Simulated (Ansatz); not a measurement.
**Si: from a guess to a relaxed structure**

The task: take a trial cell of Si to zero force and stress.

Computed with Ansatz 0.2.0 (DFT PBE, scalar-relativistic, plane waves, PAW, unless a step's input says otherwise).

## 1. Starting point

It takes space group P-4n2 (No. 118, tetragonal). The conventional cell has a = 4.736 Å, b = 4.736 Å, c = 4.722 Å, α = 90.00°, β = 90.00°, γ = 90.00°. Si (site symmetry 2) is surrounded by 3 Si at 2.07 to 2.15 Å. Si (site symmetry -4) has 4 Si at 2.15 Å as nearest neighbours.

As a file:

```
Si
1.0
     4.73567    0.00000    0.00000
     0.00000    4.73567    0.00000
     0.00000    0.00000    4.72169
Si
6
Direct
  0.15489 0.34511 0.25000
  0.84511 0.65489 0.25000
  0.34511 0.84511 0.75000
  0.65489 0.15489 0.75000
  0.50000 0.50000 0.00000
  0.00000 0.00000 0.50000
```

The cell is invented: 3-, 4-connected net of one element (P-4n2, No. 118). Lengths come from tabulated atomic sizes and are only a guess.

## 2. Probe: one point on a coarse mesh

Input file input.yaml:

```yaml
crystal:
  lattice:
    - [4.73567129, 0.0, 0.0]
    - [0.0, 4.73567129, 0.0]
    - [0.0, 0.0, 4.72168519]
  atoms:
    - { symbol: Si, position: [0.15488861, 0.34511139, 0.25] }
    - { symbol: Si, position: [0.84511139, 0.65488861, 0.25] }
    - { symbol: Si, position: [0.34511139, 0.84511139, 0.75] }
    - { symbol: Si, position: [0.65488861, 0.15488861, 0.75] }
    - { symbol: Si, position: [0.5, 0.5, 0.0] }
    - { symbol: Si, position: [0.0, 0.0, 0.5] }
basis:
  ecutwfc: 420
kpoints:
  mp_grid: { grid: [4, 4, 4] }
hamiltonian:
  xc: pbe
scf:
  occupations: { method: gaussian, width: 0.1 }
  lower_state_search: "off"
output:
  forces: true
  stress: true
  eigenvalues: true
```

Started as:

```bash
$ ansatz run input.yaml --threads 1 --pin off --max-ram 2560MiB --backend cpu --events-out ev --progress --plain --runs-dir out
```

What it wrote, cut to the lines that bear on the results:

```text
[...]
SCF converged after 6 iterations
Free energy (F): -3808.256968 eV
[...]
E sigma→0 (E₀):  -3808.244911 eV
Entropy (-TS):   -0.024113 eV (-4.019 meV/atom)
Fermi energy:    7.548604 eV
[...]
--- Forces (eV/Å), atoms counted from 1 ---
  atom   1  Si     1.69722168    -1.69722168    -0.00000000
  atom   2  Si    -1.69722168     1.69722168    -0.00000000
  atom   3  Si    -1.69722168    -1.69722168    -0.00000000
  atom   4  Si     1.69722168     1.69722168    -0.00000000
  atom   5  Si    -0.00000000    -0.00000000     0.00000000
  atom   6  Si    -0.00000000     0.00000000     0.00000000
[...]
--- Stress (GPa, compression-positive) ---
       37.961233       0.000000      -0.000000
        0.000000      37.961233       0.000000
       -0.000000       0.000000      17.929876
  P = ⅓ Tr σ = 31.2841 GPa (312.841 kbar)
--- Band table (eV; the first three rows and the last of 18) ---
  k-point 0: bands = ["-5.6636", "-1.5499", "-1.5232", "0.6108", "0.6108", "3.6485", "3.8212", "4.1296", "4.1773", "4.1773", "4.9368", "7.9732", "7.9732", "7.9836", "9.0696", "9.5337", "10.9350", "10.9350"]
[...]
```

Wall time 2.3 s (1 thread of Arm Neoverse V2, shared host); peak memory 0.28 GiB.

From the probe: pressure 31.3 GPa, largest force 2.40 eV/Å, gap on this mesh none (metal). A guess like this is first relaxed loosely on the coarse mesh.

## 3. A loose first relaxation

Edit input.yaml of step 2 so:

```diff
@@ -25 +25,6 @@
   eigenvalues: true
+relax:
+  adjacent_minimum: "off"
+  f_tol: 0.04
+  max_steps: 70
+  cell: { stress_tol: 0.4 }
```

Started as:

```bash
$ ansatz run input.yaml --threads 1 --pin off --max-ram 2560MiB --backend cpu --events-out ev --progress --plain --runs-dir out
```

What it wrote:

```text
Warning: RAYON_NUM_THREADS=1 ignored (pool sized by the plan → 1); use --threads N
Engine: ansatz 0.2.0, aarch64-unknown-linux-gnu
Pseudopotentials: kind: paw
Pseudopotential: Si, paw, valence charge 4, recommended cutoff 420 eV (normal), Si.paw.azcp
Functional definition: PBE
  parameter kappa = 0.804
  parameter beta = 0.06672455060314922
  exchange = pbe_x(kappa = kappa, mu = beta*pi^2/3)
  correlation = pbe_c(beta = beta)
Crystal: 6 atoms, lattice volume = 105.891 Å³
Basis set: ecut = 420 eV, 2103 PW (Γ), exchange–correlation on 64×64×64 points (8 copies of the dense FFT grid, shifted against one another)
Bands: 18, of which v1, the nominal top of the filled ones, is band 12 counted from 1 (11 counted from 0)
Symmetry: 8 space group operations
Space group: P-4n2 (ITA 118), of the structure as read, at distance tolerance 4.7e-5 Å
k-points: 18 of 64 (time reversal used)
Non-local potential: Si, projectors of the file, l = 0: 2, l = 1: 2, l = 2: 2
PAW form: soft (Blöchl's): semilocal exchange-correlation on the pseudo side does not see the compensation charge
PAW one-centre angular grid: Si, 110 points (default); XC on 64 Gauss nodes
Initial density: superposition of atomic densities (neutral atoms: chi_scale 0, normalization atom), corrected by the library's trained network
Initial wavefunctions: pseudopotential atomic-orbital guess
Functional: x = pbe(κ = 0.804, μ = 0.2195149727645171), c = pbe(β = 0.06672455060314922)
SCF iter   1: F=—  HF=-3808.259255 eV  |F-HF|=—  |Δ(HF+E_count)|=         —  Δρ=3.45e-3  dr2=1.45e-2  ethr=1.77e-3  ⟨swp⟩=7.3  Hψ=2150  notcnv=0
preconditioner: auto → Resta (q_TF=auto, 2.130 Å⁻¹)  ε∞=5.9  [insulator: Δε(μ)=0.114 eV  Ē_g=7.966 eV  σ=0.100 eV  W_gap=0.56  n_scr=18 (ndim 8)  ℏωp=17.7 eV  f_vac=0.000  D(μ)=4.66/eV (n_scr^D=32)  ε∞_Penn≈5.9]
SCF iter   2: F=—  HF=-3808.257398 eV  |F-HF|=—  |Δ(HF+E_count)|=   1.86e-3  Δρ=1.86e-3  dr2=4.11e-3  ethr=6.06e-5  ⟨swp⟩=1.0  Hψ=468  notcnv=0
SCF iter   3: F=—  HF=-3808.256663 eV  |F-HF|=—  |Δ(HF+E_count)|=   7.35e-4  Δρ=2.25e-4  dr2=6.59e-5  ethr=1.71e-5  ⟨swp⟩=2.6  Hψ=528  notcnv=0
SCF iter   4: F=—  HF=-3808.256962 eV  |F-HF|=—  |Δ(HF+E_count)|=   2.99e-4  Δρ=7.05e-5  dr2=7.79e-6  ethr=2.75e-7  ⟨swp⟩=2.1  Hψ=518  notcnv=0
SCF iter   5: F=—  HF=-3808.256967 eV  |F-HF|=—  |Δ(HF+E_count)|=   4.89e-6  Δρ=1.22e-5  dr2=1.87e-7  ethr=3.24e-8  ⟨swp⟩=2.8  Hψ=529  notcnv=0
SCF iter   6: F=-3808.256968 eV  HF=-3808.256968 eV  |F-HF|=6.54e-9  |Δ(HF+E_count)|=   2.83e-7  Δρ=1.97e-6  dr2=4.34e-9  ethr=4.17e-10  ⟨swp⟩=7.9  Hψ=1636  notcnv=0
SCF 1 converged in 6 iterations: F = -3808.256968 eV  dr2 = 4.34e-9
relax step   1: F+E_penalty+E_count = -3808.25696758 eV  Δ(F+E_penalty+E_count) = +0.000e0 eV  max|allowed force component| = 1.697e0 eV/Å  Δτ_max = 0.0000 Å  P = +31.284 GPa  Ω = 105.891 Å³  (6 SCF iters, dr2 threshold 1.00e-7 eV, accepted)
Crystal: 6 atoms, lattice volume = 118.967 Å³
Basis set: ecut = 420 eV, 2309 PW (Γ), exchange–correlation on 64×64×64 points (8 copies of the dense FFT grid, shifted against one another)
Initial density: handed on by an earlier stage of this run
Initial wavefunctions: those handed on with the density
iter 1 solved again at ethr=8.15e-4 eV; its pass at ethr=3.10e-3 eV (dr2=1.96e-1 eV) is discarded
SCF iter   1: F=—  HF=-3810.340867 eV  |F-HF|=—  |Δ(HF+E_count)|=         —  Δρ=1.02e-2  dr2=1.94e-1  ethr=8.15e-4  ⟨swp⟩=1.0  Hψ=2324  notcnv=0
preconditioner: auto → Kerker (q_TF=auto, 2.089 Å⁻¹)  [metal: Δε(μ)=0.079 eV  Ē_g=7.467 eV  σ=0.100 eV  W_gap=0.40  n_scr=18 (ndim 8)  ℏωp=16.7 eV  f_vac=0.000  D(μ)=3.66/eV (n_scr^D=26)]
SCF iter   2: F=—  HF=-3810.288615 eV  |F-HF|=—  |Δ(HF+E_count)|=   5.23e-2  Δρ=5.97e-3  dr2=7.31e-2  ethr=8.09e-4  ⟨swp⟩=1.0  Hψ=324  notcnv=0
SCF iter   3: F=—  HF=-3810.264524 eV  |F-HF|=—  |Δ(HF+E_count)|=   2.41e-2  Δρ=1.09e-3  dr2=1.76e-3  ethr=3.05e-4  ⟨swp⟩=2.8  Hψ=534  notcnv=0
SCF iter   4: F=—  HF=-3810.265493 eV  |F-HF|=—  |Δ(HF+E_count)|=   9.69e-4  Δρ=2.48e-4  dr2=1.50e-4  ethr=7.33e-6  ⟨swp⟩=2.4  Hψ=531  notcnv=0
SCF iter   5: F=—  HF=-3810.266027 eV  |F-HF|=—  |Δ(HF+E_count)|=   5.34e-4  Δρ=7.18e-5  dr2=9.96e-6  ethr=6.26e-7  ⟨swp⟩=2.5  Hψ=536  notcnv=0
SCF iter   6: F=-3810.266038 eV  HF=-3810.266038 eV  |F-HF|=1.45e-7  |Δ(HF+E_count)|=   1.09e-5  Δρ=1.63e-5  dr2=4.57e-7  ethr=2.50e-9  ⟨swp⟩=5.5  Hψ=1860  notcnv=0
SCF 2 converged in 6 iterations: F = -3810.266038 eV  dr2 = 4.57e-7
relax step   2: F+E_penalty+E_count = -3810.26603806 eV  Δ(F+E_penalty+E_count) = -2.009e0 eV  max|allowed force component| = 2.613e-1 eV/Å  Δτ_max = 0.0277 Å  P = +11.934 GPa  Ω = 118.967 Å³  energy of the carried Pulay correction = -2.125e-3 eV  (6 SCF iters, dr2 threshold 6.00e-7 eV, accepted)
Crystal: 6 atoms, lattice volume = 127.515 Å³
Basis set: ecut = 420 eV, 2487 PW (Γ), exchange–correlation on 64×64×64 points (8 copies of the dense FFT grid, shifted against one another)
iter 1 solved again at ethr=3.39e-4 eV; its pass at ethr=3.10e-3 eV (dr2=8.15e-2 eV) is discarded
SCF iter   1: F=—  HF=-3810.909490 eV  |F-HF|=—  |Δ(HF+E_count)|=         —  Δρ=6.96e-3  dr2=7.90e-2  ethr=3.39e-4  ⟨swp⟩=1.0  Hψ=2353  notcnv=0
preconditioner: auto → Kerker (q_TF=auto, 2.065 Å⁻¹)  [metal: Δε(μ)=0.079 eV  Ē_g=7.211 eV  σ=0.100 eV  W_gap=0.39  n_scr=18 (ndim 8)  ℏωp=16.1 eV  f_vac=0.000  D(μ)=3.27/eV (n_scr^D=18)]
SCF iter   2: F=—  HF=-3810.893552 eV  |F-HF|=—  |Δ(HF+E_count)|=   1.59e-2  Δρ=4.12e-3  dr2=2.96e-2  ethr=3.29e-4  ⟨swp⟩=1.0  Hψ=324  notcnv=0
SCF iter   3: F=—  HF=-3810.886446 eV  |F-HF|=—  |Δ(HF+E_count)|=   7.11e-3  Δρ=6.21e-4  dr2=7.04e-4  ethr=1.23e-4  ⟨swp⟩=2.3  Hψ=544  notcnv=0
SCF iter   4: F=—  HF=-3810.886841 eV  |F-HF|=—  |Δ(HF+E_count)|=   3.95e-4  Δρ=1.47e-4  dr2=5.96e-5  ethr=2.93e-6  ⟨swp⟩=2.7  Hψ=532  notcnv=0
SCF iter   5: F=—  HF=-3810.887192 eV  |F-HF|=—  |Δ(HF+E_count)|=   3.51e-4  Δρ=4.39e-5  dr2=3.82e-6  ethr=2.48e-7  ⟨swp⟩=2.3  Hψ=530  notcnv=0
SCF iter   6: F=-3810.887196 eV  HF=-3810.887196 eV  |F-HF|=8.23e-8  |Δ(HF+E_count)|=   3.92e-6  Δρ=9.66e-6  dr2=1.74e-7  ethr=2.50e-9  ⟨swp⟩=7.3  Hψ=1614  notcnv=0
SCF 3 converged in 6 iterations: F = -3810.887196 eV  dr2 = 1.74e-7
relax step   3: F+E_penalty+E_count = -3810.88719609 eV  Δ(F+E_penalty+E_count) = -6.212e-1 eV  max|allowed force component| = 8.951e-3 eV/Å  Δτ_max = 0.0173 Å  P = +2.991 GPa  Ω = 127.515 Å³  energy of the carried Pulay correction = -3.387e-3 eV  (6 SCF iters, dr2 threshold 6.00e-7 eV, accepted)
[... from here on, the SCF cycles and remarks between the steps are left out ...]
relax step   4: F+E_penalty+E_count = -3811.06454580 eV  Δ(F+E_penalty+E_count) = -1.773e-1 eV  max|allowed force component| = 2.172e-2 eV/Å  Δτ_max = 0.0220 Å  P = -0.119 GPa  Ω = 129.009 Å³  energy of the carried Pulay correction = -3.598e-3 eV  (6 SCF iters, dr2 threshold 6.00e-7 eV, accepted)
relax step   5: F+E_penalty+E_count = -3811.13359563 eV  Δ(F+E_penalty+E_count) = -6.905e-2 eV  max|allowed force component| = 3.883e-2 eV/Å  Δτ_max = 0.0135 Å  P = -0.168 GPa  Ω = 125.579 Å³  energy of the carried Pulay correction = -3.109e-3 eV  (5 SCF iters, dr2 threshold 6.00e-7 eV, accepted)
relax step   6: F+E_penalty+E_count = -3811.18632616 eV  Δ(F+E_penalty+E_count) = -5.273e-2 eV  max|allowed force component| = 1.372e-1 eV/Å  Δτ_max = 0.0129 Å  P = -0.078 GPa  Ω = 122.074 Å³  energy of the carried Pulay correction = -2.595e-3 eV  (5 SCF iters, dr2 threshold 6.00e-7 eV, accepted)
relax step   7: F+E_penalty+E_count = -3811.32111070 eV  Δ(F+E_penalty+E_count) = -1.348e-1 eV  max|allowed force component| = 1.288e-1 eV/Å  Δτ_max = 0.0199 Å  P = -0.039 GPa  Ω = 118.265 Å³  energy of the carried Pulay correction = -2.017e-3 eV  (5 SCF iters, dr2 threshold 6.00e-7 eV, accepted)
relax step   8: F+E_penalty+E_count = -3811.48286330 eV  Δ(F+E_penalty+E_count) = -1.618e-1 eV  max|allowed force component| = 1.431e-2 eV/Å  Δτ_max = 0.0184 Å  P = -0.047 GPa  Ω = 114.143 Å³  energy of the carried Pulay correction = -1.370e-3 eV  (5 SCF iters, dr2 threshold 6.00e-7 eV, accepted)
relax step   9: F+E_penalty+E_count = -3811.76705380 eV  Δ(F+E_penalty+E_count) = -2.842e-1 eV  max|allowed force component| = 5.746e-2 eV/Å  Δτ_max = 0.0131 Å  P = +0.446 GPa  Ω = 109.433 Å³  energy of the carried Pulay correction = -6.010e-4 eV  (5 SCF iters, dr2 threshold 6.00e-7 eV, accepted)
relax step  10: F+E_penalty+E_count = -3812.18022536 eV  Δ(F+E_penalty+E_count) = -4.132e-1 eV  max|allowed force component| = 1.079e-1 eV/Å  Δτ_max = 0.0103 Å  P = +0.300 GPa  Ω = 104.483 Å³  energy of the carried Pulay correction = +2.446e-4 eV  (6 SCF iters, dr2 threshold 6.00e-7 eV, accepted)
relax step  11: F+E_penalty+E_count = -3812.43146220 eV  Δ(F+E_penalty+E_count) = -2.512e-1 eV  max|allowed force component| = 1.252e-1 eV/Å  Δτ_max = 0.0026 Å  P = +1.836 GPa  Ω = 98.947 Å³  energy of the carried Pulay correction = +1.239e-3 eV  (6 SCF iters, dr2 threshold 6.00e-7 eV, accepted)
relax step  12: F+E_penalty+E_count = -3812.42209383 eV  Δ(F+E_penalty+E_count) = +9.368e-3 eV  max|allowed force component| = 2.685e-1 eV/Å  Δτ_max = 0.0225 Å  P = +0.387 GPa  Ω = 99.068 Å³  energy of the carried Pulay correction = +1.216e-3 eV  (6 SCF iters, dr2 threshold 6.00e-7 eV, rejected (line search))
relax step  13: F+E_penalty+E_count = -3812.44700309 eV  Δ(F+E_penalty+E_count) = -1.554e-2 eV  max|allowed force component| = 1.151e-2 eV/Å  Δτ_max = 0.0051 Å  P = +0.573 GPa  Ω = 99.824 Å³  energy of the carried Pulay correction = +1.078e-3 eV  (6 SCF iters, accepted)
relax step  14: F+E_penalty+E_count = -3812.45019895 eV  Δ(F+E_penalty+E_count) = -3.196e-3 eV  max|allowed force component| = 3.888e-3 eV/Å  Δτ_max = 0.0001 Å  P = -0.005 GPa  Ω = 100.071 Å³  energy of the carried Pulay correction = +1.033e-3 eV  (6 SCF iters, dr2 threshold 6.00e-7 eV, accepted)
relax step  15: F+E_penalty+E_count = -3812.52342216 eV  Δ(F+E_penalty+E_count) = -7.322e-2 eV  max|allowed force component| = 1.229e-3 eV/Å  Δτ_max = 0.0000 Å  P = +0.456 GPa  Ω = 100.071 Å³  stress off target by 5.98e-1 GPa  SCF on the basis re-selected at this cell (its energy is not comparable with the rows above)  (6 SCF iters)
relax step  16: F+E_penalty+E_count = -3812.52404737 eV  Δ(F+E_penalty+E_count) = -6.252e-4 eV  max|allowed force component| = 2.074e-3 eV/Å  Δτ_max = 0.0005 Å  P = -0.011 GPa  Ω = 100.514 Å³  energy of the carried Pulay correction = -6.888e-5 eV  (6 SCF iters, dr2 threshold 6.00e-7 eV, accepted)
iter 1 solved again at ethr=5.50e-8 eV; its pass at ethr=3.10e-3 eV (dr2=1.32e-5 eV) is discarded
SCF iter   1: F=—  HF=-3812.524102 eV  |F-HF|=—  |Δ(HF+E_count)|=         —  Δρ=5.01e-6  dr2=1.05e-8  ethr=5.50e-8  ⟨swp⟩=3.2  Hψ=2919  notcnv=0
preconditioner: auto → none  [insulator: Δε(μ)=0.225 eV  Ē_g=7.825 eV  σ=0.100 eV  W_gap=0.74  n_scr=12 (ndim 8)  ℏωp=18.1 eV  f_vac=0.000  D(μ)=1.19/eV (n_scr^D=4)  ε∞_Penn≈6.4]
SCF iter   2: F=—  HF=-3812.524136 eV  |F-HF|=—  |Δ(HF+E_count)|=   3.38e-5  Δρ=2.85e-6  dr2=7.22e-9  ethr=4.36e-11  ⟨swp⟩=3.4  Hψ=759  notcnv=0
iter 3 did not close the SCF: its close was put off for the readings that it lacked (scf_convergence_deferred on its scf_iter line)
SCF iter   3: F=-3812.524136 eV  HF=-3812.524136 eV  |F-HF|=4.37e-9  |Δ(HF+E_count)|=  8.99e-10  Δρ=2.06e-6  dr2=1.88e-9  ethr=3.01e-11  ⟨swp⟩=1.6  Hψ=429  notcnv=0
iter 4 did not close the SCF: its close was put off for the readings that it lacked (scf_convergence_deferred on its scf_iter line)
SCF iter   4: F=-3812.524136 eV  HF=-3812.524136 eV  |F-HF|=2.64e-10  |Δ(HF+E_count)|=   4.85e-9  Δρ=4.04e-7  dr2=2.94e-11  ethr=7.82e-12  ⟨swp⟩=2.3  Hψ=507  notcnv=0
iter 5 did not close the SCF: its close was put off for the readings that it lacked (scf_convergence_deferred on its scf_iter line)
SCF iter   5: F=-3812.524136 eV  HF=-3812.524136 eV  |F-HF|=2.91e-11  |Δ(HF+E_count)|=  2.86e-10  Δρ=1.86e-7  dr2=4.68e-11  ethr=1.00e-12  ⟨swp⟩=2.1  Hψ=520  notcnv=0
SCF iter   6: F=-3812.524136 eV  HF=-3812.524136 eV  |F-HF|=5.00e-12  |Δ(HF+E_count)|=  8.19e-12  Δρ=8.85e-8  dr2=8.24e-12  ethr=1.00e-12  ⟨swp⟩=2.2  Hψ=872  notcnv=0
SCF 17 converged in 6 iterations: F = -3812.524136 eV  dr2 = 8.24e-12
relax step  17: F+E_penalty+E_count = -3812.52413576 eV  Δ(F+E_penalty+E_count) = -8.839e-5 eV  max|allowed force component| = 2.065e-3 eV/Å  Δτ_max = 0.0000 Å  P = -0.010 GPa  Ω = 100.514 Å³  stress off target by 2.96e-2 GPa  SCF on the basis re-selected at this cell (its energy is not comparable with the rows above)  (6 SCF iters)
basis re-selected at this cell: Δ(F+E_penalty+E_count) = -8.839e-5 eV, ΔP = +0.001 GPa vs the last step (what re-selecting the basis moved, of the pressure what is left beyond the Pulay correction that the steps carried, after the strain that the cell walked since its last selection, with what the two solves' SCF thresholds leave and, on support functions, any second-order correction that the steps lacked; it is no measure of the basis error at this ecutwfc). This SCF's stress stands 2.96e-2 GPa from its target on what of the cell is left free (relax.cell.stress_tol is 4.00e-1 GPa) and its largest allowed force component is 2.06e-3 eV/Å (relax.f_tol is 4.00e-2 eV/Å): within both
SCF converged after 6 iterations
Free energy (F): -3812.524136 eV
Harris-Foulkes:  -3812.524136 eV  (|F-HF|=5.00e-12)
Internal energy: -3812.518162 eV  (E = F + TS)
E sigma→0 (E₀):  -3812.521149 eV
Entropy (-TS):   -0.005974 eV (-0.996 meV/atom)
Fermi energy:    8.453612 eV
--- Per-component energies (eV) ---
  E_band       = 76.303936
  E_kinetic    = 242.074402
  E_local      = -56.012295  (includes V_loc(G=0)·N_el)
  E_nonlocal   = 153.766308
  E_hartree    = 15.947462
  E_xc         = -332.514670
  E_vxc        = -282.346901  (∫ρ·V_xc dr)
  E_paw        = -3074.731311  (= ΣΔE_a)
  E_vpaw       = -13.072545  (= ΣTr[D̂ρ^β])
  E_aug_tail   = 0.000040  (compensation charges beyond the density's cutoff)
  E_ewald      = -761.048098
  E_smearing   = -0.005974  (= −TS)
  E_closure    = 0.000000  (closes the sum)
  Σ components = -3812.524136   (vs F -3812.524136, Δ=0.00e0)
--- Forces (eV/Å), atoms counted from 1 ---
  atom   1  Si     0.00206463    -0.00206463    -0.00000000
  atom   2  Si    -0.00206463     0.00206463     0.00000000
  atom   3  Si    -0.00206463    -0.00206463    -0.00000000
  atom   4  Si     0.00206463     0.00206463     0.00000000
  atom   5  Si     0.00000000     0.00000000    -0.00000000
  atom   6  Si    -0.00000000     0.00000000    -0.00000000
  max |Σ_I F_I| component: 4.33e-16 eV/Å
--- Stress (GPa, compression-positive) ---
       -0.000125       0.000000       0.000000
        0.000000      -0.000125       0.000000
        0.000000       0.000000      -0.029630
  P = ⅓ Tr σ = -0.0100 GPa (-0.100 kbar)
--- Band table (eV; the first three rows and the last of 18) ---
  k-point 0: bands = ["-4.6258", "-1.4189", "-0.6824", "-0.2584", "-0.2584", "2.7279", "3.5383", "3.5383", "4.8380", "9.8821", "10.7995", "11.9236", "11.9236", "11.9371", "12.3739", "14.3668", "14.3668", "14.3681"]
  k-point 1: bands = ["-3.5805", "-0.4418", "0.2530", "0.7569", "0.7569", "3.6117", "4.4069", "4.4069", "5.3006", "5.9630", "7.7701", "8.9446", "9.4234", "9.4234", "11.4954", "12.0451", "12.3046", "12.4590"]
  k-point 2: bands = ["-0.6808", "-0.6808", "2.8316", "2.8316", "3.0713", "3.0713", "3.8772", "3.8772", "4.4288", "4.4288", "6.8979", "6.8979", "7.2402", "7.2402", "9.1177", "9.1177", "9.5258", "9.5258"]
  k-point 17: bands = ["0.2512", "0.7387", "0.7698", "0.7698", "1.9139", "2.6578", "3.1146", "3.1146", "7.5055", "7.5055", "7.6943", "7.6943", "8.1712", "9.0311", "9.0381", "9.7158", "10.6710", "10.6710"]
--- Relaxed structure (15 steps of the walk, 14 accepted, 2 SCFs on fresh bases) ---
  F+E_penalty+E_count = -3812.52413576 eV   max|allowed force component| = 2.065e-3 eV/Å   (the final SCF, on the basis selected at the relaxed cell)
  cell:  # Å, volume = 100.5141 Å³
    - [5.905137012817125, 1.927829668422585e-34, -3.084527469476136e-33]
    - [1.7350467015803264e-33, 5.905137012817125, 0.0]
    - [-3.07541777689001e-33, 0.0, 2.882483861724152]
  atoms:
    - { symbol: Si, position: [0.14026522934506555, 0.35973477065493453, 0.25] }
    - { symbol: Si, position: [0.8597347706549345, 0.6402652293450657, 0.25] }
    - { symbol: Si, position: [0.35973477065493453, 0.8597347706549345, 0.7500000000000001] }
    - { symbol: Si, position: [0.6402652293450657, 0.14026522934506555, 0.7500000000000001] }
    - { symbol: Si, position: [0.5, 0.5, 1.588010706076965e-35] }
    - { symbol: Si, position: [-1.755235139160607e-19, -1.9078642816963604e-19, 0.5] }
```

Wall time 46 s (1 thread of Arm Neoverse V2, shared host); peak memory 0.31 GiB.

Step by step:

```
step  energy from step 1 (eV/cell)  largest force component (eV/Å)  pressure (GPa)  volume (Å³)
   1                        0.0000                          1.6972           31.28       105.89
   2                       -2.0091                          0.2613           11.93       118.97
   3                       -2.6302                          0.0090            2.99       127.51
   4                       -2.8076                          0.0217           -0.12       129.01
   5                       -2.8766                          0.0388           -0.17       125.58
   6                       -2.9294                          0.1372           -0.08       122.07
   7                       -3.0641                          0.1288           -0.04       118.26
   8                       -3.2259                          0.0143           -0.05       114.14
   9                       -3.5101                          0.0575            0.45       109.43
  10                       -3.9233                          0.1079            0.30       104.48
  11                       -4.1745                          0.1252            1.84        98.95
  12                       -4.1651                          0.2685            0.39        99.07
  13                       -4.1900                          0.0115            0.57        99.82
  14                       -4.1932                          0.0039            0.00       100.07
  15                       -4.2665                          0.0012            0.46       100.07
  16                       -4.2671                          0.0021           -0.01       100.51
  17                       -4.2672                          0.0021           -0.01       100.51
```

Step 1 is the start. Steps 15, 17 each repeat the geometry before them on a plane-wave basis chosen anew, so the energy can jump there without any move. Step 12 was tried and not accepted.

|  | before | after | change |
| --- | --- | --- | --- |
| a (Å) | 4.736 | 5.905 | +24.7 % |
| b (Å) | 4.736 | 5.905 | +24.7 % |
| c (Å) | 4.722 | 2.882 | -39.0 % |
| volume (Å³/atom) | 17.65 | 16.75 | -5.1 % |
| shortest distance (Å) | 2.075 | 2.343 | +12.9 % |
| space group (0.01 Å) | P-4n2 | P-4n2 | same |

Forces and stress were held to the start's 8 operations: a distortion of lower symmetry was not tested.

(Part 1 of 2 ends here.)
